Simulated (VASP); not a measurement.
A run of VASP 6.6.1 is set up as follows.

INCAR

```
SYSTEM = ZnSe
ALGO = Normal
EDIFF = 1E-6
ENCUT = 520
GGA = RP
ISIF = 2
ISMEAR = 0
LASPH = .True.
LCHARG = .True.
LELF = .True.
LREAL = .False.
LVHAR = .True.
LWAVE = .False.
NELM = 80
PREC = Accurate
SIGMA = 0.05
```

KPOINTS

```
k-points
0
Gamma
  8 8 8
  0 0 0
```

POSCAR

```
ZnSe
4.0076
    0.000000000000      0.707106497654      0.707106497654
    0.707106497654      0.000000000000      0.707106497654
    0.707106497654      0.707106497654      0.000000000000
Se Zn
1 1
Direct
    0.7500000000      0.7500000000      0.7500000000
    0.0000000000      0.0000000000      0.0000000000
```

Potentials or basis: VASP PAW PBE potentials, release 54 (Se, Zn).

The run is started by

```sh
$ cat potpaw_PBE.54/Se/POTCAR potpaw_PBE.54/Zn/POTCAR > POTCAR
$ mpirun -np 1 vasp_std > vasp.out
```

Q: Estimate the pressure.

A: 4.6 GPa.

Q: What does it give for the band gap on the k mesh?

A: 1.45 eV, direct.

Caveat: the PAW data sets were made with another functional, which shifts forces and pressure a little.

**What was measured.**

“Alloy Disordering Effects on the Thermal Conductivity and Energy Gap Temperature Dependence of Cd1−xZnxSe Ternary Crystals Grown by the Bridgman Method”, 2023, pmc:10253836 reports, for a bulk crystal of ZnSe at 300 K: band gap 2.695 ± 0.003 eV (an exciton energy, a little under the gap).

Measured gap of ZnSe: 2.695 eV (an exciton energy, a little under the gap; 300 K; “Alloy Disordering Effects on the Thermal Conductivity and Energy Gap Temperature Dependence of Cd1−xZnxSe Ternary Crystals Grown by the Bridgman Method”, 2023, pmc:10253836). This calculation gives 1.45 eV (-1.24 eV). Spin-orbit coupling on Se is left out. The value is that of RPBE, without temperature or zero-point motion. Semilocal functionals fall short of measured gaps as a rule.
